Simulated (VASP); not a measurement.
Runs of VASP 6.6.1 on BN. It takes space group F-43m (No. 216, cubic). The conventional cell has a = 3.626 Å, b = 3.626 Å, c = 3.626 Å, α = 90.00°, β = 90.00°, γ = 90.00°. N (site symmetry -43m) is surrounded by 4 B at 1.57 Å. B (site symmetry -43m) has 4 N at 1.57 Å as nearest neighbours. The cell is a database's computed one.

| task | level | potentials or basis | cell | k mesh | cutoff (eV) | grid for exact exchange (PRECFOCK) | exchange at q = 0 | share of exact exchange | mesh quality | gap on the mesh (eV) | pressure (GPa) | relaxed volume (Å³/atom) |
| --- | --- | --- | --- | --- | --- | --- | --- | --- | --- | --- | --- | --- |
| relaxation of cell and atoms | revPBE | VASP PAW PBE potentials, release 64 (N, B) | relaxed | 13 × 13 × 13 | 600 | - | - | - | not flagged | 4.53 | 0.0 | 6.02 |
| band structure | PBE | VASP PAW PBE potentials, release 54 (N, B) | as given | 13 × 13 × 13 | 500 | - | - | - | not flagged | 4.52 | - | - |
| band structure | PBEsol0 | VASP PAW PBE potentials, release 64 (N, B) | as given | 7 × 7 × 7 | 520 | Fast | truncated | - | coarse | 6.68 | (b) | - |
| band structure | PBE | VASP PAW PBE potentials, release 64 (N_GW, B_GW) | as given | 13 × 13 × 13 | 550 | - | - | - | not flagged | 4.53 | -0.5 | - |
| relaxation of cell and atoms | PBE-EpsX | VASP PAW PBE potentials, release 64 (N, B) | relaxed | 7 × 7 × 7 | 600 | Fast | default | 0.2167 | coarse | (a) | 0.0 | 5.84 |

Alike in all rows: no spin polarisation; smearing fermi-dirac 0.05 eV.

Q: Estimate the missing entries.

A: (a) 6.56; (b) -12.9.

Caveats: some runs use coarse meshes; the PAW data sets were made with another functional, which shifts forces and pressure a little (some runs); an odd mesh through Γ misses points on the zone boundary, where band edges often lie (some runs); the mesh misses the band edges, which the band path finds closer together (some runs).

Not every run made on this cell is shown here.
